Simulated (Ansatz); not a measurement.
# MoS2: the cost of one run

Program: Ansatz 0.2.0. Level of theory: DFT PBE+D3(BJ), scalar-relativistic, plane waves, PAW. These are calculated values, not measurements.

17 further runs of the same task are left out: 17 set aside as unsound or not needed.

## 1. The structure to begin with

The structure is hexagonal, space group P-6m2 (No. 187). Conventional cell: a = 3.184 Å, b = 3.184 Å, c = 17.335 Å, α = 90.00°, β = 90.00°, γ = 120.00°. Around Mo (site symmetry -6m2) lie 6 S at 2.41 Å. S (site symmetry 3m) is surrounded by 3 Mo at 2.41 Å.

Structure file:

```cif
data_structure
_symmetry_space_group_name_H-M 'P 1'
_symmetry_Int_Tables_number 1
_cell_length_a 3.1841
_cell_length_b 3.1841
_cell_length_c 17.3346
_cell_angle_alpha 90.000
_cell_angle_beta 90.000
_cell_angle_gamma 120.000
_cell_volume 152.20
loop_
_atom_site_label
_atom_site_type_symbol
_atom_site_fract_x
_atom_site_fract_y
_atom_site_fract_z
_atom_site_occupancy
Mo1 Mo 0.00000 0.00000 0.00000 1
S1 S 0.33333 0.66667 0.08949 1
S2 S 0.33333 0.66667 0.91051 1
```

The structure comes from the Materials Project (structure only).

## 6. The grid

The energy is mapped over volume and the cell's shape.

The axes are (1) volume per atom: 7 values from 16.74 to 21.31 Å³; (2) c/a of the conventional cell: 7 values from 1.947 to 2.286.

Nothing else is relaxed (fractional coordinates fixed). Energies count from the relaxed crystal. Points are written as (first, second).

(The set-up runs are not shown.)

## 7. Grid point (21.31 Å³, 1.947)

Contents of input.yaml:

```yaml
crystal:
  lattice:
    - [3.3592866932, 0.0, 0.0]
    - [-1.6796433466, 2.9092276149, 0.0]
    - [0.0, 0.0, 6.5415389778]
  atoms:
    - { symbol: Mo, position: [0.0, 0.0, 0.0] }
    - { symbol: S, position: [0.3333333333, 0.6666666667, 0.2357940733] }
    - { symbol: S, position: [0.3333333333, 0.6666666667, 0.7642059267] }
basis:
  ecutwfc: 420
kpoints:
  mp_grid: { grid: [12, 12, 6] }
hamiltonian:
  xc: pbe
  dispersion: d3bj
scf:
  occupations: { method: gaussian, width: 0.05 }
output:
  forces: true
  stress: true
  eigenvalues: true
```

Started as:

```bash
> ansatz run input.yaml --threads 1 --pin off --max-ram 2048MiB --backend cpu --events-out ev --progress --plain --runs-dir out
```

What time and memory should one allow on 1 thread of AMD EPYC 7R43 (Zen 3), shared host?

About 6.9 s, with a peak of 0.44 GiB.
